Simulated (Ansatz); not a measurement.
La2O3:

```
La O
1.0
     6.26678    0.00000    0.00000
    -3.13339    5.42719    0.00000
     0.00000    0.00000    3.29977
La O
2 3
Direct
  0.66667 0.33333 0.50000
  0.33333 0.66667 0.50000
  0.50801 0.00000 0.00000
  0.00000 0.50801 0.00000
  0.49199 0.49199 0.00000
```

The cell comes from a database or a generator and needn't be the stable form of this composition.

```yaml
Program: Ansatz 0.2.0
Task: relaxation of cell and atoms
Functional: PBE
Potentials_or_basis: Ansatz PAW
Cutoff: "420 eV (not typed: the program's choice for these potentials)"
k_mesh: 5 × 5 × 8
Occupations: fermi-dirac, width 0.05 eV
Spin: no spin polarisation
```

At the start: volume 22.45 Å³/atom.

**Question.** How do energy, volume and symmetry change on relaxing?

**Answer.** It ends after 7 steps and the volume is 23.11 Å³/atom (+3.0 %); space group P6/mmm (No. 191, to 0.05 Å).

The path:
```tsv
step	energy change (eV)	largest force (eV/Å)	volume (Å³)
1	0.0000	0.0460	112.23
2	-0.0275	0.0341	115.40
3	-0.0278	0.0271	115.48
4	-0.0289	0.0020	115.39
5	-0.0364	0.0020	115.39
6	-0.0362	0.0002	115.56
7	-0.0365	0.0002	115.56
```

Final structure:
```
La O
1.0
     6.37174    0.00000    0.00000
    -3.18587    5.51809    0.00000
     0.00000    0.00000    3.28674
La O
2 3
Cartesian
  3.1859 1.8394 1.6434
  0.0000 3.6787 1.6434
  3.1860 0.0000 0.0000
  -1.5930 2.7592 0.0000
  1.5929 2.7589 0.0000
```

Caveat: the plane-wave basis is chosen anew once the cell has moved, so the energies of steps on either side of that aren't comparable; the pressure holds a Pulay correction of +0.3 GPa for the finite cutoff.
